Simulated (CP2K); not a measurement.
A run of CP2K 2026.2 is set up as follows.

Contents of cuo_scf.inp:

```
&GLOBAL
  PROJECT cuo_scf
  RUN_TYPE ENERGY_FORCE
  PRINT_LEVEL LOW
&END GLOBAL
&FORCE_EVAL
  METHOD QS
  STRESS_TENSOR ANALYTICAL
  &DFT
    BASIS_SET_FILE_NAME BASIS_MOLOPT_UZH
    POTENTIAL_FILE_NAME POTENTIAL_UZH
    &MGRID
      CUTOFF 850
      REL_CUTOFF 60
      NGRIDS 5
    &END MGRID
    &QS
      METHOD GPW
      EPS_DEFAULT 1.0E-9
    &END QS
    &KPOINTS
      SCHEME MONKHORST-PACK 7 4 4
      GAMMA_CENTERED T
      SYMMETRY T
      SYMMETRY_BACKEND SPGLIB
    &END KPOINTS
    &SCF
      SCF_GUESS ATOMIC
      EPS_SCF 1.0E-6
      MAX_SCF 100
      ADDED_MOS 34
      CHOLESKY OFF
      EPS_EIGVAL 1.0E-7
      &DIAGONALIZATION ON
        ALGORITHM STANDARD
      &END DIAGONALIZATION
      &MIXING ON
        METHOD BROYDEN_MIXING
        ALPHA 0.4
        BETA 1.5
        NBUFFER 8
      &END MIXING
      &SMEAR ON
        METHOD FERMI_DIRAC
        ELECTRONIC_TEMPERATURE [K] 580.226
      &END SMEAR
    &END SCF
    &XC
      &XC_FUNCTIONAL
        &MGGA_X_TASK
        &END MGGA_X_TASK
        &LDA_C_PW
        &END LDA_C_PW
      &END XC_FUNCTIONAL
    &END XC
    &PRINT
      &KPOINTS ON
      &END KPOINTS
      &MULLIKEN ON
      &END MULLIKEN
      &MO ON
        ENERGIES T
        OCCUPATION_NUMBERS T
        &EACH
          QS_SCF 0
        &END EACH
        ADD_LAST NUMERIC
      &END MO
    &END PRINT
  &END DFT
  &SUBSYS
    &CELL
      A 2.9004842893 0.0000000000 0.0000000000
      B -0.1948195269 5.5405928285 0.0000000000
      C -1.1382173865 -2.2562583277 5.0452898997
      PERIODIC XYZ
    &END CELL
    &COORD
      Cu  0.4149448809 4.6444639176 1.4658675081
      Cu  1.1525024950 -1.3601294168 3.5794223916
      Cu  0.0557631048 1.3489560363 3.4491939237
      Cu  1.5116842711 1.9353784645 1.5960959760
      O   1.0623820072 3.8966381599 0.0499476132
      O   0.2966469363 2.9061680166 3.3223241557
      O   0.5010313614 1.7633939346 0.3704452647
      O   2.4130518334 0.2587272182 1.3025728661
    &END COORD
    &KIND Cu
      BASIS_SET DZVP-MOLOPT-PBE-GTH-q11
      POTENTIAL GTH-PBE-q11
    &END KIND
    &KIND O
      BASIS_SET DZVP-MOLOPT-PBE-GTH-q6
      POTENTIAL GTH-PBE-q6
    &END KIND
    &PRINT
      &ATOMIC_COORDINATES ON
      &END ATOMIC_COORDINATES
      &CELL ON
      &END CELL
      &SYMMETRY ON
      &END SYMMETRY
    &END PRINT
  &END SUBSYS
  &PRINT
    &FORCES ON
    &END FORCES
    &STRESS_TENSOR ON
    &END STRESS_TENSOR
  &END PRINT
&END FORCE_EVAL
```

Potentials or basis: POTENTIAL_UZH Cu GTH-PBE-q11, O GTH-PBE-q6; DZVP-MOLOPT-PBE-GTH basis.

Launch:

```sh
$ OMP_NUM_THREADS=1 mpirun -n 2 cp2k.psmp -i cuo_scf.inp -o cuo_scf.out
```

Question: Predict the largest force.

Answer: 15.598 eV/Å.

Question: What does it give for the Mulliken charges?

Answer: Cu +0.60, +0.49, +0.43, +0.64; O -0.57, -0.46, -0.58, -0.55 e.

Question: Predict the pressure.

Answer: 52.0 GPa.

Stress tensor (GPa, compression positive):
```
38.47 16.59  7.07
16.59 85.90 -1.45
 7.07 -1.45 31.77
```

Caveat: the potentials were made for another functional, which shifts forces and pressure; a pressure of tens of GPa on the cell as given is suspect, and the run, the potentials or the cell itself is likely at fault; the basis of atomic orbitals isn't converged, which shifts pressures, moduli and gaps; the run has no spin polarisation, though such a crystal can be magnetic.
